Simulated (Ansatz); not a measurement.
Runs of Ansatz 0.2.0 on Ga. It takes space group P2_1/m (No. 11, monoclinic). Conventional cell: a = 2.778 Å, b = 3.282 Å, c = 4.210 Å, α = 90.00°, β = 108.61°, γ = 90.00°. Ga (site symmetry m) has 8 Ga at 2.71 to 2.84 Å as nearest neighbours. This isn't the form of Ga at room conditions, which is orthorhombic.

```csv
level,gap on the mesh (eV),pressure (GPa),relaxed volume (Å³/atom)
PBE+D3(BJ)-ATM,none,0.0,18.34
PBE,none,0.0,(a)
PBE+D3(BJ),none,0.0,18.24
PBE+D4,none,0.0,17.84
```

Alike in all rows: task relaxation of cell and atoms; potentials or basis Ansatz PAW; no spin polarisation; cell relaxed; k mesh 10 × 8 × 7; cutoff (eV) 420; smearing fermi-dirac 0.05 eV.

Question: Estimate the missing entries.

Answer: (a) 19.21.

Caveats: the plane-wave basis is chosen anew once the cell has moved, so the energies of steps on either side of that aren't comparable; pairwise dispersion overbinds metals, which lowers pressure and volume (some runs).

A k mesh can miss the band edges, and the runs leave out spin-orbit coupling on Ga.

A gap of «none» marks a metal or a gap under the smearing width.
